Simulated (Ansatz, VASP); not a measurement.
## Two plane-wave programs on AlNi

The input INCAR:

```
  ALGO = Normal
  EDIFF = 1E-6
  ENCUT = 520
  GGA = PS
  ISIF = 2
  ISMEAR = 0
  ISPIN = 2
  LASPH = T
  LCHARG = F
  LMAXMIX = 4
  LORBIT = 11
  LREAL = F
  LWAVE = F
  MAGMOM = 0 1.5
  NBANDS = 18
  NELM = 150
  PREC = Accurate
  SIGMA = 0.1
```

KPOINTS

```
k-points
0
Gamma
  3 3 3
```

POSCAR

```
AlNi
1.0
    2.8810000000      0.0000000000      0.0000000000
    0.0000000000      2.8810000000      0.0000000000
    0.0000000000      0.0000000000      2.8810000000
Al Ni
1 1
Direct
    0.0000000000      0.0000000000      0.0000000000
    0.5000000000      0.5000000000      0.5000000000
```

Input for Ansatz:

```yaml
crystal:
  lattice:
    a: 2.881
    b: 2.881
    c: 2.881
    alpha: 90.0
    beta: 90.0
    gamma: 90.0
  atoms:
    - { symbol: Al, position: [0.0, 0.0, 0.0] }
    - { symbol: Ni, position: [0.5, 0.5, 0.5] }
basis:
  ecutwfc: 421.77648681281397
kpoints:
  mp_grid:
    grid: [3, 3, 3]
hamiltonian:
  xc: pbesol
magnetization:
  spin_polarized: true
  per_species:
    Ni: 1.5
scf:
  occupations:
    method: gaussian
    width: 0.1
output:
  stress: true
```

Alike in both runs: task single point; functional PBEsol; k mesh 3 × 3 × 3; occupations gaussian, width 0.1 eV; collinear spin.

|  | VASP | Ansatz |
| --- | --- | --- |
| version | VASP 6.6.1 | Ansatz 0.2.0 |
| potentials or method | VASP PAW PBE potentials, release 64 (Al, Ni) | plane waves, PAW |
| plane-wave cutoff (eV) | 520 | 422 |
| valence electrons in the cell | 13 | 21 |

```csv
,VASP,Ansatz,Ansatz less VASP
pressure (GPa),-2.4,-2.6,-0.22
net moment per atom (μB),0.17,0.17,-0.001
size of the moment on the site where the two differ most (μB),0.03,0.04,+0.008
```

Site moments also hang on the region over which each program counts them. The functional is the same, so the differences come from potentials, cutoffs and numerics. The two sets of potentials don't hold the same shells in valence.

Caveats: the k mesh is coarse (spacing up to 0.73 Å⁻¹), so the values aren't converged; the PAW data sets were made with another functional, which shifts forces and pressure a little (VASP).
